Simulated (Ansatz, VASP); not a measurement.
**NaH: VASP beside Ansatz**

INCAR

```
PREC     = Accurate       # precision mode
ENCUT    = 520            # plane-wave cutoff, eV
EDIFF    = 1E-7           # SCF threshold, eV
ISMEAR   = -1             # smearing method
SIGMA    = 0.05           # smearing width, eV
LREAL    = False          # projectors in reciprocal space
LASPH    = True           # aspherical terms in the spheres
NELM     = 80             # most SCF steps
ALGO     = Normal         # electronic algorithm
ISIF     = 2              # what is computed and relaxed
LWAVE    = False          # write WAVECAR
LCHARG   = False          # write CHGCAR
GGA      = PE             # functional
NBANDS   = 11             # bands
```

File KPOINTS:

```
Automatic mesh
0
Gamma
  9 9 9
```

Contents of POSCAR:

```
NaH
1.0
    0.0000000000      2.4561594113      2.4561594113
    2.4561594113      0.0000000000      2.4561594113
    2.4561594113      2.4561594113      0.0000000000
Na H
1 1
Direct
    0.0000000000      0.0000000000      0.0000000000
    0.5000000000      0.5000000000      0.5000000000
```

The input input.yaml:

```yaml
crystal:
  lattice:
    - [0.0, 2.4561594113, 2.4561594113]
    - [2.4561594113, 0.0, 2.4561594113]
    - [2.4561594113, 2.4561594113, 0.0]
  atoms:
    - { symbol: Na, position: [0.0, 0.0, 0.0] }
    - { symbol: H, position: [0.5, 0.5, 0.5] }
hamiltonian:
  xc: pbe
  pseudopotentials: { kind: paw }
kpoints:
  mp_grid: { grid: [9, 9, 9] }
scf:
  occupations: { method: fermi_dirac, width: 0.05 }
output:
  forces: true
  stress: true
  eigenvalues: true
  write_density: true
  write_potential: true
  elf: true
  volumetric_format: npy
```

Change from the starting cell: volume scaled by 1.02.

Alike in both runs: task single point; functional PBE; k mesh 9 × 9 × 9; occupations fermi-dirac, width 0.05 eV; no spin polarisation.

```csv
,VASP,Ansatz
version,VASP 6.6.1,Ansatz 0.2.0
potentials or method,"VASP PAW PBE potentials, release 64 (Na_pv, H)",Ansatz PAW
plane-wave cutoff (eV),520,420
valence electrons in the cell,8,10
```

Ansatz gave:

* gap on the k mesh at the Fermi level (eV): 3.97
* least direct gap on the mesh (eV): 4.66
* pressure (GPa): -1.0

Q: Which values does VASP return?

A: gap on the k mesh at the Fermi level (eV): 3.97; least direct gap on the mesh (eV): 4.65; pressure (GPa): -1.1.

The two sets of potentials don't hold the same shells in valence.

Caveats: an odd mesh through Γ misses points on the zone boundary, where band edges often lie (VASP); odd divisions of the mesh miss points on the zone boundary, where band edges often lie, so the gap on the mesh can be too wide (Ansatz).
